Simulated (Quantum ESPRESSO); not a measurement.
## C in Quantum ESPRESSO: convergence with smearing width

Input of the first run (smearing width 0.5 eV); the others differ in this setting and in those tied to it:

Contents of pw.in:

```
&CONTROL
  calculation = 'scf'
  prefix = 'pwscf'
  outdir = './tmp'
  pseudo_dir = './pseudo'
  tprnfor = .true.
  tstress = .true.
  disk_io = 'nowf'
/
&SYSTEM
  ibrav = 0
  nat = 8
  ntyp = 1
  ecutwfc = 82
  nbnd = 24
  occupations = 'smearing'
  smearing = 'mv'
  degauss = 0.03674932
/
&ELECTRONS
  conv_thr = 1.6d-09
  electron_maxstep = 120
  mixing_beta = 0.5
/
ATOMIC_SPECIES
C     12.0110 C.upf
CELL_PARAMETERS angstrom
   2.5221000000    0.0000000000    0.0000000000
  -1.2610500000    2.1842026709    0.0000000000
   0.0000000000    0.0000000000    8.2371000000
ATOMIC_POSITIONS crystal
C      0.6666666667    0.3333333333    0.8437500000
C      0.3333333333    0.6666666667    0.3437500000
C      0.6666666667    0.3333333333    0.6562500000
C      0.3333333333    0.6666666667    0.1562500000
C      0.0000000000    0.0000000000    0.9062500000
C      0.0000000000    0.0000000000    0.4062500000
C      0.0000000000    0.0000000000    0.5937500000
C      0.0000000000    0.0000000000    0.0937500000
K_POINTS automatic
12 12 4 0 0 0
```

Potentials or basis: PseudoDojo 0.4 SR PBEsol stringent.

Command:

```bash
$ OMP_NUM_THREADS=1 pw.x -in pw.in > pw.out
```

This is a hexagonal form of diamond, not graphite.

Hardware: 1 thread of Arm Neoverse V1, with other jobs on the host.

| smearing width | energy less the tightest run, at zero smearing (meV/atom) | SCF cycles | CPU time (s) | peak memory (GiB) |
| --- | --- | --- | --- | --- |
| 0.5 eV | 0.00 | 8 | 72 | 0.13 |
| 0.3 eV | 0.00 | 8 | 74 | 0.13 |
| 0.2 eV | 0.00 | 8 | 74 | 0.13 |
| 0.136 eV | 0.00 | 8 | 76 | 0.13 |
| 0.1 eV | 0.00 | 8 | 76 | 0.13 |
| 0.05 eV | 0.00 | 8 | 78 | 0.13 |
| 0.025 eV | 0.00 | 8 | 75 | 0.13 |
| 0.01 eV | 0.00 | 8 | 77 | 0.13 |

Against the tightest run, the energy stays within 1 meV/atom from 0.5 eV on. The tightest run that finished is the yardstick and may itself not be fully converged.

Caveat, for the tightest run too: this smearing can shift energies of a crystal with a gap.
